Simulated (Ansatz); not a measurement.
Here is the system:

CsCl (CsCl type, Pm-3m), a = b = c = 3.9694 Å, α = β = γ = 90.00°.

This is the LDA-relaxed structure.

Q: All from plane-wave PAW LDA (Ansatz code), unless another level is named. Predict the formation energy from the elements (no fitted shifts).

A: -2.03 eV/atom.

Q: Predict the hole effective mass, band 2 of 3 at the edge.

A: 2.7 along [100], 2.6 along [110], 2.7 along [111] (mₑ).

Q: What about the electron effective mass, band 1 of 2 at the edge?

A: 1.3 along [100], 0.73 along [110], 0.52 along [111] (mₑ).

Symmetry was held in the LDA relaxation. The references are the lowest solids computed at this level, not always the standard phases (solids in place of the gases). Scalar-relativistic: spin–orbit coupling is off unless named, which matters more the heavier the elements.

Potentials: the earlier of the program's two PAW sets. The files were generated under PBE; for other functionals the program regenerates the frozen cores, and for LDA and PBEsol the local potential too.

Edges and masses are those of Kohn–Sham bands, whose gap is no quasiparticle gap.
